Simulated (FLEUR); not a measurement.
# Si (I4/mmm) in FLEUR: notebook, part 2 of 2

FLEUR MaX-R8.1 (later development tree).

## Step 3: Equation of state, r2SCAN, 13.14 Å³/atom (volume scaled by 0.94)

File inp.xml:

```xml
<?xml version="1.0" encoding="UTF-8" standalone="no"?>
<fleurInput fleurInputVersion="0.39">
   <comment>
      Si                                                                                                  
   </comment>
   <calculationSetup>
      <cutoffs Kmax="4.34" Gmax="13.4" GmaxXC="13.4" numbands="0"/>
      <scfLoop itmax="80" minDistance="0.0001" maxIterBroyd="30" imix="Anderson" alpha="0.05" precondParam="0.0" spinf="2.0" sdNocoIR="T"/>
      <coreElectrons ctail="F" frcor="F" kcrel="0" coretail_lmax="0"/>
      <xcFunctional name="LibXC" relativisticCorrections="F">
         <LibXCName exchange="mgga_x_r2scan" correlation="mgga_c_r2scan"/>
         <AuxGGA exchange="117" correlation="130"/>
      </xcFunctional>
      <magnetism jspins="1"/>
      <soc l_soc="F" theta="0.0" phi="0.0" spav="F"/>
      <expertModes spex="0" secvar="F"/>
      <geometryOptimization l_f="F" forcealpha="1.0" forcemix="BFGS" epsdisp="0.00001" epsforce="0.00001"/>
      <ldaU l_linMix="F" mixParam="0.05" spinf="1.0"/>
   </calculationSetup>
   <cell>
      <bzIntegration valenceElectrons="12.0" mode="hist" fermiSmearingEnergy="0.00183747">
         <kPointListSelection listName="default-1"/>
         <!-- k-points included here -->
         <xi:include xmlns:xi="http://www.w3.org/2001/XInclude" href="kpts.xml"> </xi:include>
      </bzIntegration>
      <!-- symmetry operations included here -->
      <xi:include xmlns:xi="http://www.w3.org/2001/XInclude" href="sym.xml"> </xi:include>
      <bulkLattice scale="0.9795861087">
         <bravaisMatrix>
            <row-1>   -3.0744236457227805     3.0744236457227805     2.4950618106341991</row-1>
            <row-2>    3.0744236457227805    -3.0744236457227805     2.4950618106341991</row-2>
            <row-3>    3.0744236457227805     3.0744236457227805    -2.4950618106341991</row-3>
         </bravaisMatrix>
      </bulkLattice>
   </cell>
   <atomSpecies>
      <species name="Silicon (Si)" element="Si" atomicNumber="14">
         <mtSphere radius="2.26" gridPoints="763" logIncrement="0.015"/>
         <atomicCutoffs lmax="9" lnonsphr="9"/>
         <electronConfig flipSpins="F">
            <coreConfig>(1s1/2)</coreConfig>
            <valenceConfig>(2s1/2) (2p1/2) (2p3/2) (3s1/2) (3p1/2) (3p3/2)</valenceConfig>
            <stateOccupation state="(3p1/2)" spinUp="0.333333" spinDown="0.333333"/>
            <stateOccupation state="(3p3/2)" spinUp="0.666667" spinDown="0.666667"/>
         </electronConfig>
         <energyParameters s="3" p="3" d="3" f="4"/>
         <lo type="SCLO" l="0" n="2" eDeriv="0"/>
         <lo type="SCLO" l="1" n="2" eDeriv="0"/>
         <lo type="SCLO" l="2" n="3" eDeriv="2"/>
         <lo type="SCLO" l="3" n="4" eDeriv="2"/>
      </species>
   </atomSpecies>
   <atomGroups>
      <atomGroup species="Silicon (Si)">
         <relPos label="                   1">.0000000000 .0000000000 .0000000000</relPos>
         <force calculate="T" relaxXYZ="TTT"/>
      </atomGroup>
   </atomGroups>
   <output dos="F" band="F" slice="F">
      <checks vchk="F" cdinf="F"/>
      <bandDOS minEnergy="-.5*Htr" maxEnergy="0.5*Htr" sigma="0.015" storeEVData="T"/>
      <vacuumDOS vacdos="F" integ="F" star="F" nstars="0" locx1="0.0" locy1="0.0" locx2="0.0" locy2="0.0" nstm="0" tworkf="0.0"/>
      <unfoldingBand unfoldBand="F" supercellX="1" supercellY="1" supercellZ="1"/>
      <plotting iplot="0" polar="F">
         <plot TwoD="T" vec1="  1.0  0.0  0.0" vec2="  0.0  1.0  0.0" vec3="  0.0  0.0  1.0" zero="  0.0  0.0  0.0" file="plot"/>
      </plotting>
      <chargeDensitySlicing numkpt="0" minEigenval="0.0" maxEigenval="0.0" nnne="0" pallst="F"/>
      <specialOutput eonly="F"/>
      <moessbauerParams electricFieldGradient="T" isomerShift="T" coreHyperfine="T" valenceHyperfine="T"/>
      <magneticCircularDichroism mcd="F" energyLo="-10.0" energyUp="0.0"/>
   </output>
  <!-- We include the file relax.xml here to enable relaxations (see documentation) -->
  <xi:include xmlns:xi="http://www.w3.org/2001/XInclude" href="relax.xml"> <xi:fallback/> </xi:include>
</fleurInput>
```

Potentials or basis: all-electron, FLAPW.

Launch:

```bash
> inpgen -f crystal.txt -profile fastHighL
> # inp.xml edited to the form shown
> fleur_MPI
```

Wall time 18 s (1 thread of Intel Xeon 6975P-C (Granite Rapids), shared host); peak memory 0.08 GiB.

It converged, with:

- Free energy: -7894.6696 eV
- Band gap on the k mesh: none (metal or under the smearing width)
- Valence electrons inside the program's atomic spheres: Si 10.44 (radii Si 2.26 bohr)

Caveat: the meta-GGA is that of a development version, with a GGA for the radial functions and cores and without core tails.

## Step 4: Equation of state, r2SCAN, 13.42 Å³/atom (volume scaled by 0.96)

Edit inp.xml of step 3 so:

```diff
@@ -27,3 +27,3 @@
       <xi:include xmlns:xi="http://www.w3.org/2001/XInclude" href="sym.xml"> </xi:include>
-      <bulkLattice scale="0.9795861087">
+      <bulkLattice scale="0.9864848297">
          <bravaisMatrix>
```

Launch:

```bash
> inpgen -f crystal.txt -profile fastHighL
> # inp.xml edited to the form shown
> fleur_MPI
```

Wall time 21 s (1 thread of Intel Xeon 6975P-C (Granite Rapids), shared host); peak memory 0.09 GiB.

The run converged. Its results:

```
Free energy                                           : -7894.6790 eV
Band gap on the k mesh                                : none (metal or under the smearing width)
Valence electrons inside the program's atomic spheres : Si 10.41 (radii Si 2.26 bohr)
```

Caveat: the meta-GGA is that of a development version, with a GGA for the radial functions and cores and without core tails.

## Step 5: Equation of state, r2SCAN, 13.98 Å³/atom

Edit inp.xml of step 4 so:

```diff
@@ -27,3 +27,3 @@
       <xi:include xmlns:xi="http://www.w3.org/2001/XInclude" href="sym.xml"> </xi:include>
-      <bulkLattice scale="0.9864848297">
+      <bulkLattice scale="1.0000000000">
          <bravaisMatrix>
```

Launch:

```bash
> inpgen -f crystal.txt -profile fastHighL
> # inp.xml edited to the form shown
> fleur_MPI
```

Run time: 20 s. Hardware: 1 thread of Intel Xeon 6975P-C (Granite Rapids), shared host; peak memory 0.09 GiB.

Results (log left out):

* Free energy: -7894.6857 eV
* Band gap on the k mesh: none (metal or under the smearing width)
* Valence electrons inside the program's atomic spheres: Si 10.35 (radii Si 2.26 bohr)

Caveat: the meta-GGA is that of a development version, with a GGA for the radial functions and cores and without core tails.

## Step 6: Equation of state, r2SCAN, 14.54 Å³/atom (volume scaled by 1.04)

Edit inp.xml of step 5 so:

```diff
@@ -27,3 +27,3 @@
       <xi:include xmlns:xi="http://www.w3.org/2001/XInclude" href="sym.xml"> </xi:include>
-      <bulkLattice scale="1.0000000000">
+      <bulkLattice scale="1.0131594038">
          <bravaisMatrix>
```

Potentials or basis: all-electron, FLAPW.

Launch:

```bash
> inpgen -f crystal.txt -profile fastHighL
> # inp.xml edited to the form shown
> fleur_MPI
```

Wall time 20 s (1 thread of Intel Xeon 6975P-C (Granite Rapids), shared host); peak memory 0.09 GiB.

Results (log left out):

```
Free energy                                           : -7894.6793 eV
Band gap on the k mesh                                : none (metal or under the smearing width)
Valence electrons inside the program's atomic spheres : Si 10.31 (radii Si 2.26 bohr)
```

Caveat: the meta-GGA is that of a development version, with a GGA for the radial functions and cores and without core tails.

## Step 7: Equation of state, r2SCAN, 14.82 Å³/atom (volume scaled by 1.06)

Edit inp.xml of step 6 so:

```diff
@@ -27,3 +27,3 @@
       <xi:include xmlns:xi="http://www.w3.org/2001/XInclude" href="sym.xml"> </xi:include>
-      <bulkLattice scale="1.0131594038">
+      <bulkLattice scale="1.0196128224">
          <bravaisMatrix>
```

Launch:

```bash
> inpgen -f crystal.txt -profile fastHighL
> # inp.xml edited to the form shown
> fleur_MPI
```

Run time: 21 s. Hardware: 1 thread of Intel Xeon 6975P-C (Granite Rapids), shared host; peak memory 0.09 GiB.

It converged, with:

```yaml
Free_energy: -7894.6721 eV
Band_gap_on_the_k_mesh: none (metal or under the smearing width)
Valence_electrons_inside_the_program's_atomic_spheres: Si 10.28 (radii Si 2.26 bohr)
```

Caveat: the meta-GGA is that of a development version, with a GGA for the radial functions and cores and without core tails.

## Step 8: Equation of state, r2SCAN

No new run: the results of the series are fitted here.

What came out:

```
Equilibrium volume                        : 13.96 Å³/atom
Bulk modulus at fixed shape and positions : 94 GPa
```

Energy against volume, from the lowest point:
```csv
volume (Å³/atom),energy (meV/atom)
13.140,16.07
13.420,6.67
13.979,0.00
14.538,6.37
14.818,13.65
```

Caveat: the meta-GGA is that of a development version, with a GGA for the radial functions and cores and without core tails; the cell was scaled at fixed shape and fractional positions, which overstates the stiffness of a crystal with free parameters, most of all of layers and chains.
